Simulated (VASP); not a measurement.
A run of VASP 6.6.1:

INCAR

```
SYSTEM = Te2Mo
PREC = Accurate
ENCUT = 600
EDIFF = 1E-6
ISMEAR = 0
SIGMA = 0.03
LREAL = .False.
LASPH = .True.
NELM = 120
ALGO = Fast
ISIF = 3
LWAVE = .False.
LCHARG = .False.
GGA = CA
IBRION = 2
NSW = 60
EDIFFG = -0.005
LATTICE_CONSTRAINTS = .TRUE. .TRUE. .FALSE.
KPAR = 2
```

The input KPOINTS:

```
Automatic mesh
0
Gamma
  12 12 1
  0 0 0
```

File POSCAR:

```
Te2Mo
1.0
    3.5200000000      0.0000000000      0.0000000000
   -1.7600000000      3.0484094200      0.0000000000
    0.0000000000      0.0000000000     19.6200000000
Te Mo
2 1
Direct
    0.6666670000      0.3333330000      0.4077472000
    0.6666670000      0.3333330000      0.5922528000
    0.3333330000      0.6666670000      0.5000000000
```

Potentials or basis: VASP PAW LDA potentials, release 64 (Te, Mo_sv).

Launch:

```sh
$ cat potpaw_LDA.64/Te/POTCAR potpaw_LDA.64/Mo_sv/POTCAR > POTCAR
$ mpirun -np 2 vasp_std > vasp.out
```

Hardware: 2 MPI ranks on Intel(R) Xeon(R) Platinum 8488C (Sapphire Rapids), with other jobs on the host.

Question: Estimate the wall time of this run.

Answer: Run time: 100 s on 2 MPI ranks on Intel(R) Xeon(R) Platinum 8488C (Sapphire Rapids), with other jobs on the host, peak memory 0.32 GiB a rank. Counts: scf iterations 49, k points 19, ion steps 3.
